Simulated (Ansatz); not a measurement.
System: AlGa5P6 (zincblende [001] superlattice).

The cell holds 12 atoms: 5 Ga, 6 P and 1 Al. Cell: a = 3.853 Å, b = 3.853 Å, c = 16.310 Å, α = 90.0°, β = 90.0°, γ = 90.0°. It derives from GaP. Regions: GaP, 10 atoms (5 Ga and 5 P); AlP, 2 atoms (1 Al and 1 P). The structure's axis is c.

```xyz
12
Lattice="3.8531 0.0000 0.0000 0.0000 3.8531 0.0000 0.0000 0.0000 16.3100" Properties=species:S:1:pos:R:3 pbc="T T T"
Ga    0.0000    0.0000    0.6900
P     1.9266    0.0000    2.0471
Ga    1.9266    1.9266    3.4032
P     0.0000    1.9266    4.7596
Ga    0.0000    0.0000    6.1161
P     1.9266    0.0000    7.4726
Ga    1.9266    1.9266    8.8291
P     0.0000    1.9266   10.1852
Ga    0.0000    0.0000   11.5423
P     1.9266    0.0000   12.9045
Al    1.9266    1.9266   14.2711
P     0.0000    1.9266   15.6378
```

The structure was relaxed with PBEsol. The runs that relaxed it are not among those shown.

Gaps computed with Ansatz 0.2.0 without a self-energy: PBEsol 1.41 eV and PBEsol+SOC 1.38 eV.

**Question.** What gap should G0W0 on PBEsol give (4×4×2 mesh, 1010 empty bands, screening to 150 eV, PAW set soft_1 files)?

About 2.10 eV: on its mesh the run moves the gap from 1.40 eV by +0.70 eV. Bands and cutoff are finite, so the gap is not at the basis limit. The miss can reach some tenths of an eV and take either sign; the mesh is an error of its own. The 4×4×2 mesh is coarse for this cell (its supercell is 15 Å along the shortest edge). The RPA ε∞ on it, from the PBEsol start, is 10.18 and 12.94; such meshes misread the long-range screening, most where the gap is narrow. The many-body steps are scalar-relativistic: spin-orbit coupling is not in them.

[Paths, hosts, dates, memory and timing lines, banners, echoed tables and standing remarks are left out of the program output.]

[Logs are printed without paths, hosts, clocks, repeated set-up lines and the standing remarks that a program may print on its own settings, such as how far it seeks lower states.]

[Runs of the session that timed out or met a known fault of the program may be left out.]

[Cells called generated may have been cut or substituted from an entry of the Crystallography Open Database or the Materials Project.]

[Hosts, paths, dates, database ids (printed as entryN), source tags and the programs' standing remarks are cut or masked in the printed files.]
